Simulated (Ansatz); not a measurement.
Crystal: PtS2.

```
CELL_PARAMETERS angstrom
3.54320 0.00000 0.00000
-1.77160 3.06850 0.00000
0.00000 0.00000 5.03880
ATOMIC_POSITIONS crystal
Pt 0.00000 0.00000 0.00000
S 0.66667 0.33333 0.77300
S 0.33333 0.66667 0.22700
```

| Property | Result |
| --- | --- |
| Program | Ansatz 0.2.0 |
| Task | relaxation of cell and atoms |
| Functional | HSE06 |
| Potentials or basis | Ansatz PAW |
| Cutoff | 420 eV (not typed: the program's choice for these potentials) |
| k mesh | 6 × 6 × 4 |
| Occupations | fermi-dirac, width 0.05 eV |
| Spin | no spin polarisation |

At the start: volume 18.26 Å³/atom.

Problem. Where does the relaxation end?

Solution. It ends after 17 steps and the volume is 23.47 Å³/atom (+28.5 %); space group P-3m1 (No. 164, to 0.05 Å).

Step by step:
| step | energy change (eV) | largest force (eV/Å) | volume (Å³) |
| --- | --- | --- | --- |
| 1 | 0.0000 | 0.8858 | 54.78 |
| 2 | -0.0850 | 0.2103 | 57.56 |
| 3 | -0.1065 | 0.0025 | 60.65 |
| 4 | -0.1163 | 0.0614 | 62.42 |
| 5 | -0.1166 | 0.0054 | 62.30 |
| 6 | -0.1243 | 0.0079 | 62.30 |
| 7 | -0.1279 | 0.0058 | 63.51 |
| 8 | -0.1321 | 0.0320 | 65.98 |
| 9 | -0.1326 | 0.0068 | 66.86 |
| 10 | -0.1325 | 0.0137 | 67.93 |
| 11 | -0.1326 | 0.0013 | 67.80 |
| 12 | -0.1345 | 0.0020 | 67.80 |
| 13 | -0.1346 | 0.0011 | 68.55 |
| 14 | -0.1346 | 0.0133 | 70.00 |
| 15 | -0.1345 | 0.0015 | 70.30 |
| 16 | -0.1345 | 0.0003 | 70.42 |
| 17 | -0.1350 | 0.0003 | 70.42 |

Final structure:
```
Pt S
1.0
     3.52722    0.00000    0.00000
    -1.76361    3.05467    0.00000
     0.00000    0.00000    6.53550
Pt S
1 2
Direct
  0.00000 0.00000 0.00000
  0.66667 0.33333 0.81272
  0.33333 0.66667 0.18728
```

Caveat: the volume moved by over 15 % at a fixed basis, so the end points are rough; the plane-wave basis is chosen anew once the cell has moved, so the energies of steps on either side of that aren't comparable; this functional lacks dispersion, which binds the layers, so the pressure and a relaxed spacing across them are unreliable, and here the layers came unbound; the PAW data sets come from PBE, with cores solved anew for the run's functional, which leaves a small shift of forces and pressure.
